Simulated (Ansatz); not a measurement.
# SiGe (P6_3mc) in Ansatz: notebook

One crystal, SiGe, is run at these levels: LDA; tasks: single point, equation of state.

Program: Ansatz 0.2.0. These are calculated values, not measurements. Logs are shortened: lines on timing, memory, paths and dates and some standing lists are left out, and cuts for length are marked.

## 1. The structure

It takes space group P6_3mc (No. 186, hexagonal). Conventional cell: a = 3.904 Å, b = 3.904 Å, c = 6.451 Å, α = 90.00°, β = 90.00°, γ = 120.00°. Ge (site symmetry 3m) is surrounded by 4 Si at 2.40 to 2.41 Å. Si (site symmetry 3m) has 4 Ge at 2.40 to 2.41 Å as nearest neighbours.

The cell comes from a database or a generator and needn't be the stable form of this composition.

## 2. Single point, LDA, 20.01 Å³/atom (volume scaled by 0.94)

The input, input.yaml:

```yaml
crystal:
  lattice:
    - [3.8247462543, 0.0, 0.0]
    - [-1.9123731271, 3.3123274192, 0.0]
    - [0.0, 0.0, 6.3190974171]
  atoms:
    - { symbol: Ge, position: [0.3333333333, 0.6666666667, 0.000392] }
    - { symbol: Ge, position: [0.6666666667, 0.3333333333, 0.500392] }
    - { symbol: Si, position: [0.3333333333, 0.6666666667, 0.374607] }
    - { symbol: Si, position: [0.6666666667, 0.3333333333, 0.874607] }
hamiltonian:
  xc: lda
  pseudopotentials: { kind: paw }
kpoints:
  mp_grid: { grid: [8, 8, 4] }
scf:
  occupations: { method: fermi_dirac, width: 0.05 }
output:
  forces: true
  stress: true
  eigenvalues: true
```

Potentials or basis: Ansatz PAW.

Started as:

```sh
> ansatz run input.yaml --threads 2 --pin off --max-ram 5632MiB --backend cpu --events-out ev --progress --plain --runs-dir out
```

The log of the run:

```text
Warning: RAYON_NUM_THREADS=2 ignored (pool sized by the plan → 2); use --threads N
Engine: ansatz 0.2.0, x86_64-unknown-linux-gnu
Pseudopotentials: kind: paw
Pseudopotential: Ge, paw, valence charge 14, recommended cutoff 420 eV (normal), Ge.paw.azcp
Pseudopotential: Si, paw, valence charge 4, recommended cutoff 420 eV (normal), Si.paw.azcp
Functional definition: SPW92
  exchange = slater_x
  correlation = pw_c
Crystal: 4 atoms, lattice volume = 80.055 Å³
Basis set: ecut = 420 eV, 1581 PW (Γ)
Bands: 22, of which v1, the nominal top of the filled ones, is band 18 counted from 1 (17 counted from 0)
Symmetry: 12 space group operations
Space group: P63mc (ITA 186), of the structure as read, at distance tolerance 4.3e-5 Å
k-points: 30 of 256 (time reversal used)
Non-local potential: Ge, projectors of the file, l = 0: 2, l = 1: 2, l = 2: 3, l = 3: 1
Non-local potential: Si, projectors of the file, l = 0: 2, l = 1: 2, l = 2: 2
PAW form: soft (Blöchl's): semilocal exchange-correlation on the pseudo side does not see the compensation charge
PAW frozen core: Ge, regenerated for the run's functional, and the local potential with it (the file was generated under x = pbe(κ = 0.804, μ = 0.2195149727645171), c = pbe(β = 0.06672455060314922))
PAW frozen core: Si, regenerated for the run's functional, and the local potential with it (the file was generated under x = pbe(κ = 0.804, μ = 0.2195149727645171), c = pbe(β = 0.06672455060314922))
PAW one-centre angular grid: Ge, 590 points (default); XC on 64 Gauss nodes
PAW one-centre angular grid: Si, 110 points (default); XC on 64 Gauss nodes
Initial density: superposition of atomic densities (neutral atoms: chi_scale 0, normalization atom), corrected by the library's trained network
Initial wavefunctions: pseudopotential atomic-orbital guess
Functional: x = slater, c = lda
SCF iter   1: F=—  HF=-9648.613741 eV  |F-HF|=—  |Δ(HF+E_count)|=         —  Δρ=4.69e-3  dr2=1.05e-2  ethr=1.77e-3  ⟨swp⟩=5.9  Hψ=3132  notcnv=0
preconditioner: auto → Resta (q_TF=auto, 2.388 Å⁻¹)  ε∞=2.7  [insulator: Δε(μ)=0.283 eV  Ē_g=18.834 eV  σ=0.050 eV  W_gap=0.88  n_scr=22 (ndim 8)  ℏωp=24.9 eV  f_vac=0.006  D(μ)=0.05/eV (n_scr^D=0)  ε∞_Penn≈2.7]
SCF iter   2: F=—  HF=-9648.609125 eV  |F-HF|=—  |Δ(HF+E_count)|=   4.62e-3  Δρ=2.60e-3  dr2=2.79e-3  ethr=2.93e-5  ⟨swp⟩=1.0  Hψ=900  notcnv=0
SCF iter   3: F=—  HF=-9648.608487 eV  |F-HF|=—  |Δ(HF+E_count)|=   6.38e-4  Δρ=6.20e-4  dr2=1.40e-4  ethr=7.75e-6  ⟨swp⟩=2.0  Hψ=1180  notcnv=0
SCF iter   4: F=—  HF=-9648.608295 eV  |F-HF|=—  |Δ(HF+E_count)|=   1.92e-4  Δρ=2.43e-4  dr2=2.91e-5  ethr=3.90e-7  ⟨swp⟩=2.2  Hψ=1152  notcnv=0
SCF iter   5: F=—  HF=-9648.608282 eV  |F-HF|=—  |Δ(HF+E_count)|=   1.34e-5  Δρ=1.12e-4  dr2=4.03e-6  ethr=8.08e-8  ⟨swp⟩=2.0  Hψ=1200  notcnv=0
SCF iter   6: F=—  HF=-9648.608278 eV  |F-HF|=—  |Δ(HF+E_count)|=   3.92e-6  Δρ=3.52e-5  dr2=4.08e-7  ethr=1.12e-8  ⟨swp⟩=2.0  Hψ=960  notcnv=0
SCF iter   7: F=-9648.608278 eV  HF=-9648.608278 eV  |F-HF|=6.19e-8  |Δ(HF+E_count)|=   3.07e-7  Δρ=9.56e-6  dr2=2.93e-8  ethr=2.78e-10  ⟨swp⟩=4.4  Hψ=2582  notcnv=0
SCF 1 converged in 7 iterations: F = -9648.608278 eV  dr2 = 2.93e-8
SCF converged after 7 iterations
Free energy (F): -9648.608278 eV
Harris-Foulkes:  -9648.608278 eV  (|F-HF|=6.19e-8)
Internal energy: -9648.607667 eV  (E = F + TS)
E sigma→0 (E₀):  -9648.607972 eV
Entropy (-TS):   -0.000611 eV (-0.153 meV/atom)
Fermi energy:    8.343342 eV
--- Per-component energies (eV) ---
  E_band       = -291.147539
  E_kinetic    = 308.745332
  E_local      = -5228.171466  (includes V_loc(G=0)·N_el)
  E_nonlocal   = 899.556175
  E_hartree    = 2299.344785
  E_xc         = -262.067515
  E_vxc        = -227.181792  (∫ρ·V_xc dr)
  E_paw        = -4856.497656  (= ΣΔE_a)
  E_vpaw       = -642.798925  (= ΣTr[D̂ρ^β])
  E_aug_tail   = 0.000559  (compensation charges beyond the density's cutoff)
  E_ewald      = -2813.503194
  E_core_change = 3.985314  (= ΣΔE_core)
  E_smearing   = -0.000611  (= −TS)
  E_closure    = 0.000000  (closes the sum)
  Σ components = -9648.608278   (vs F -9648.608278, Δ=0.00e0)
--- Forces (eV/Å), atoms counted from 1 ---
  atom   1  Ge    -0.00000000    -0.00000000     0.03010001
  atom   2  Ge     0.00000000     0.00000000     0.03010001
  atom   3  Si    -0.00000000    -0.00000000    -0.03009731
  atom   4  Si     0.00000000    -0.00000000    -0.03009731
  max |Σ_I F_I| component: 5.41e-6 eV/Å
--- Stress (GPa, compression-positive) ---
        3.307151      -0.000000      -0.000000
        0.000000       3.307151       0.000000
       -0.000000       0.000000       3.184470
  P = ⅓ Tr σ = 3.2663 GPa (32.663 kbar)
--- Band table (eV; the first three rows and the last of 30) ---
  k-point 0: bands = ["-16.5119", "-16.5118", "-16.5078", "-16.5078", "-16.5044", "-16.5044", "-16.4774", "-16.4774", "-16.4724", "-16.4724", "-4.9003", "-2.6099", "0.4290", "6.5608", "6.5608", "7.8969", "8.2314", "8.2314", "8.7577", "10.0803", "10.2543", "10.2543"]
  k-point 1: bands = ["-16.5118", "-16.5117", "-16.5074", "-16.5074", "-16.5050", "-16.5050", "-16.4766", "-16.4766", "-16.4731", "-16.4731", "-4.6953", "-3.2153", "1.4404", "5.9874", "6.7309", "6.7309", "7.8522", "7.8522", "8.9683", "10.4637", "10.6095", "10.6095"]
  k-point 2: bands = ["-16.5117", "-16.5117", "-16.5062", "-16.5062", "-16.5062", "-16.5062", "-16.4748", "-16.4748", "-16.4748", "-16.4748", "-4.0989", "-4.0989", "3.5173", "3.5173", "7.2079", "7.2079", "7.2079", "7.2079", "9.5796", "9.5796", "11.3350", "11.3350"]
  k-point 29: bands = ["-16.5121", "-16.5121", "-16.5013", "-16.5013", "-16.4997", "-16.4997", "-16.4755", "-16.4755", "-16.4731", "-16.4731", "-1.6226", "-1.6226", "0.2975", "0.2975", "3.6024", "3.6024", "5.9602", "5.9602", "9.5961", "9.5961", "12.0737", "12.0737"]
```

Run time: 14 s. Hardware: 2 threads of Intel Xeon at 2.50GHz (Skylake/Cascade Lake), shared host; peak memory 0.34 GiB.

Results:

```yaml
Free_energy: -9648.6083 eV
Pressure: 3.3 GPa
Largest_force: 0.030 eV/Å
Band_gap_on_the_k_mesh: 0.26 eV, indirect (least direct gap 0.53 eV)
```

Caveat: the PAW data sets come from PBE, with cores solved anew for the run's functional, which leaves a small shift of forces and pressure.

## 3. Single point, LDA, 20.44 Å³/atom (volume scaled by 0.96)

Changes to input.yaml since step 2:

```diff
@@ -2,5 +2,5 @@
   lattice:
-    - [3.8247462543, 0.0, 0.0]
-    - [-1.9123731271, 3.3123274192, 0.0]
-    - [0.0, 0.0, 6.3190974171]
+    - [3.8516819745, 0.0, 0.0]
+    - [-1.9258409872, 3.3356544372, 0.0]
+    - [0.0, 0.0, 6.3635995694]
   atoms:
```

Potentials or basis: Ansatz PAW.

Started as:

```sh
> ansatz run input.yaml --threads 2 --pin off --max-ram 5632MiB --backend cpu --events-out ev --progress --plain --runs-dir out
```

It took 19 s on 2 threads of Intel Xeon at 2.50GHz (Skylake/Cascade Lake), shared host; peak memory 0.34 GiB.

It converged, with:

- Free energy: -9648.6322 eV
- Pressure: 1.3 GPa
- Largest force: 0.020 eV/Å
- Band gap on the k mesh: 0.30 eV, indirect (least direct gap 0.47 eV)

Caveat: the PAW data sets come from PBE, with cores solved anew for the run's functional, which leaves a small shift of forces and pressure.

## 4. Single point, LDA, 20.87 Å³/atom (volume scaled by 0.98)

Changes to input.yaml since step 3:

```diff
@@ -2,5 +2,5 @@
   lattice:
-    - [3.8516819745, 0.0, 0.0]
-    - [-1.9258409872, 3.3356544372, 0.0]
-    - [0.0, 0.0, 6.3635995694]
+    - [3.8782461379, 0.0, 0.0]
+    - [-1.9391230689, 3.3586596775, 0.0]
+    - [0.0, 0.0, 6.4074878499]
   atoms:
```

Started as:

```sh
> ansatz run input.yaml --threads 2 --pin off --max-ram 5632MiB --backend cpu --events-out ev --progress --plain --runs-dir out
```

It took 20 s on 2 threads of Intel Xeon at 2.50GHz (Skylake/Cascade Lake), shared host; peak memory 0.35 GiB.

The run converged. Its results:

| Quantity | Value |
| --- | --- |
| Free energy | -9648.6360 eV |
| Pressure | -0.5 GPa |
| Largest force | 0.011 eV/Å |
| Band gap on the k mesh | 0.33 eV, indirect (least direct gap 0.41 eV) |

Caveat: the PAW data sets come from PBE, with cores solved anew for the run's functional, which leaves a small shift of forces and pressure.

## 5. Single point, LDA, 21.29 Å³/atom

Changes to input.yaml since step 4:

```diff
@@ -2,5 +2,5 @@
   lattice:
-    - [3.8782461379, 0.0, 0.0]
-    - [-1.9391230689, 3.3586596775, 0.0]
-    - [0.0, 0.0, 6.4074878499]
+    - [3.9044512986, 0.0, 0.0]
+    - [-1.9522256493, 3.3813540124, 0.0]
+    - [0.0, 0.0, 6.450783]
   atoms:
```

Started as:

```sh
> ansatz run input.yaml --threads 2 --pin off --max-ram 5632MiB --backend cpu --events-out ev --progress --plain --runs-dir out
```

Run time: 20 s. Hardware: 2 threads of Intel Xeon at 2.50GHz (Skylake/Cascade Lake), shared host; peak memory 0.34 GiB.

The run converged. Its results:

- Free energy: -9648.6218 eV
- Pressure: -2.1 GPa
- Largest force: 0.003 eV/Å
- Band gap on the k mesh: 0.35 eV, direct

Caveat: the PAW data sets come from PBE, with cores solved anew for the run's functional, which leaves a small shift of forces and pressure.

## 6. Single point, LDA, 21.72 Å³/atom (volume scaled by 1.02)

Changes to input.yaml since step 5:

```diff
@@ -2,5 +2,5 @@
   lattice:
-    - [3.9044512986, 0.0, 0.0]
-    - [-1.9522256493, 3.3813540124, 0.0]
-    - [0.0, 0.0, 6.450783]
+    - [3.9303093455, 0.0, 0.0]
+    - [-1.9651546728, 3.4037477379, 0.0]
+    - [0.0, 0.0, 6.4935046622]
   atoms:
@@ -21 +21,5 @@
   eigenvalues: true
+  write_density: true
+  write_potential: true
+  elf: true
+  volumetric_format: npy
```

Potentials or basis: Ansatz PAW.

Started as:

```sh
> ansatz run input.yaml --threads 2 --pin off --max-ram 5632MiB --backend cpu --events-out ev --progress --plain --runs-dir out
```

It took 24 s on 2 threads of Intel Xeon at 2.50GHz (Skylake/Cascade Lake), shared host; peak memory 0.36 GiB.

Results (log left out):

* Free energy: -9648.5917 eV
* Pressure: -3.5 GPa
* Largest force: 0.005 eV/Å
* Band gap on the k mesh: 0.30 eV, direct

Caveat: the PAW data sets come from PBE, with cores solved anew for the run's functional, which leaves a small shift of forces and pressure.

## 7. Single point, LDA, 22.14 Å³/atom (volume scaled by 1.04)

Changes to input.yaml since step 6:

```diff
@@ -2,5 +2,5 @@
   lattice:
-    - [3.9303093455, 0.0, 0.0]
-    - [-1.9651546728, 3.4037477379, 0.0]
-    - [0.0, 0.0, 6.4935046622]
+    - [3.9558315499, 0.0, 0.0]
+    - [-1.977915775, 3.4258506153, 0.0]
+    - [0.0, 0.0, 6.5356714585]
   atoms:
@@ -21,5 +21 @@
   eigenvalues: true
-  write_density: true
-  write_potential: true
-  elf: true
-  volumetric_format: npy
```

Started as:

```sh
> ansatz run input.yaml --threads 2 --pin off --max-ram 5632MiB --backend cpu --events-out ev --progress --plain --runs-dir out
```

Wall time 23 s (2 threads of Intel Xeon at 2.50GHz (Skylake/Cascade Lake), shared host); peak memory 0.35 GiB.

It converged, with:

| Property | Result |
| --- | --- |
| Free energy | -9648.5472 eV |
| Pressure | -4.8 GPa |
| Largest force | 0.012 eV/Å |
| Band gap on the k mesh | 0.24 eV, direct |

Caveat: the PAW data sets come from PBE, with cores solved anew for the run's functional, which leaves a small shift of forces and pressure.

## 8. Single point, LDA, 22.57 Å³/atom (volume scaled by 1.06)

Changes to input.yaml since step 7:

```diff
@@ -2,5 +2,5 @@
   lattice:
-    - [3.9558315499, 0.0, 0.0]
-    - [-1.977915775, 3.4258506153, 0.0]
-    - [0.0, 0.0, 6.5356714585]
+    - [3.9810286086, 0.0, 0.0]
+    - [-1.9905143043, 3.4476719082, 0.0]
+    - [0.0, 0.0, 6.5773010615]
   atoms:
@@ -21 +21,5 @@
   eigenvalues: true
+  write_density: true
+  write_potential: true
+  elf: true
+  volumetric_format: npy
```

Started as:

```sh
> ansatz run input.yaml --threads 2 --pin off --max-ram 5632MiB --backend cpu --events-out ev --progress --plain --runs-dir out
```

Run time: 28 s. Hardware: 2 threads of Intel Xeon at 2.50GHz (Skylake/Cascade Lake), shared host; peak memory 0.36 GiB.

The run converged. Its results:

* Free energy: -9648.4900 eV
* Pressure: -5.9 GPa
* Largest force: 0.018 eV/Å
* Band gap on the k mesh: 0.19 eV, direct

Caveat: the PAW data sets come from PBE, with cores solved anew for the run's functional, which leaves a small shift of forces and pressure.

## 9. Equation of state, LDA

Potentials or basis: Ansatz PAW.

No new run: the results of the series are fitted here.

Results:

```yaml
Equilibrium_volume: 20.74 Å³/atom
Bulk_modulus_at_fixed_shape_and_positions: 85 GPa
Pressure_derivative_of_the_bulk_modulus: 4.6
```

Energy against volume, from the lowest point:
| volume (Å³/atom) | energy (meV/atom) |
| --- | --- |
| 20.014 | 6.92 |
| 20.440 | 0.95 |
| 20.866 | 0.00 |
| 21.291 | 3.54 |
| 21.717 | 11.08 |
| 22.143 | 22.19 |
| 22.569 | 36.49 |

Caveat: the cell was scaled at fixed shape and fractional positions, which overstates the stiffness of a crystal with free parameters, most of all of layers and chains.
